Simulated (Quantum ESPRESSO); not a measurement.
## TiSi under changes of volume

One of the cells (14.630 Å³/atom); the others are scaled copies at fixed shape and fractional positions:

```
Ti Si
1.0
     1.81618   -2.11762    0.00000
     1.81618    2.11762    0.00000
     0.00000    0.00000    3.80393
Ti Si
1 1
Direct
  0.50000 0.50000 0.00000
  0.00000 0.00000 0.50000
```

The cell comes from a database or a generator and needn't be the stable form of this composition.

* Program: Quantum ESPRESSO 7.5
* Functional: LDA
* Potentials or basis: GBRV 1.5 LDA
* Cutoff: 612 eV
* Density cutoff: 4898 eV
* k mesh: 10 × 10 × 7
* Occupations: fermi-dirac, width 0.05 eV
* Spin: no spin polarisation

```tsv
volume (Å³/atom)	energy over the lowest point (meV/atom)	pressure (GPa)
13.752	0.00	0.8
14.045	1.35	-2.3
14.337	8.22	-5.2
14.630	20.11	-7.8
14.922	36.51	-10.1
15.215	?	?
15.508	81.05	-14.1
```

What does the run at 15.215 Å³/atom give?

Energy over the lowest point 56.96 meV/atom; pressure -12.2 GPa.

Worked out: A Birch-Murnaghan fit of order 3 (a polynomial in V^(-2/3)) to the other rows has its minimum at 13.83 Å³/atom with B0 = V·E''(V) = 156 GPa and B' = 4.1 at fixed shape and positions, which overstates the stiffness. It gives 56.95 meV/atom at 15.215 Å³/atom, against the run's 56.96, and -dE/dV = -12.2 GPa, against -12.2.

Energies are extrapolated to zero smearing.
